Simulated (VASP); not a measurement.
PtSe2, 9 atoms in the cell. The cell holds a slab with vacuum, 9 atoms: a = 3.748 Å, b = 3.748 Å, c = 30.655 Å, α = 90.00°, β = 90.00°, γ = 120.00°. 

```yaml
Program: VASP 6.6.1
Task: relaxation of cell and atoms
Functional: PBE
Dispersion: D3(BJ)
Potentials_or_basis: VASP PAW PBE potentials, release 64 (Se, Pt)
Cutoff: 600 eV
k_mesh: 9 × 9 × 1
Occupations: gaussian, width 0.03 eV
Spin: no spin polarisation
Further_INCAR_settings: ALGO = Normal; EDIFF = 1e-07; IBRION = 2; EDIFFG = -0.005; NSW = 90; ISIF = 3
```

Potentials or basis: VASP PAW PBE potentials, release 64 (Se, Pt).

Launch:

```sh
$ cat potpaw_PBE.64/Se/POTCAR potpaw_PBE.64/Pt/POTCAR > POTCAR
$ mpirun -np 4 vasp_std > vasp.out
```

Hardware: 4 MPI ranks on Intel(R) Xeon(R) Platinum 8488C (Sapphire Rapids) (shared host).

Q: How long does it take, and how much memory?

A: Wall time 2.2 min on 4 MPI ranks on Intel(R) Xeon(R) Platinum 8488C (Sapphire Rapids), with other jobs on the host, peak memory 0.67 GiB a rank. Counts: scf iterations 32, k points 12, ion steps 2.
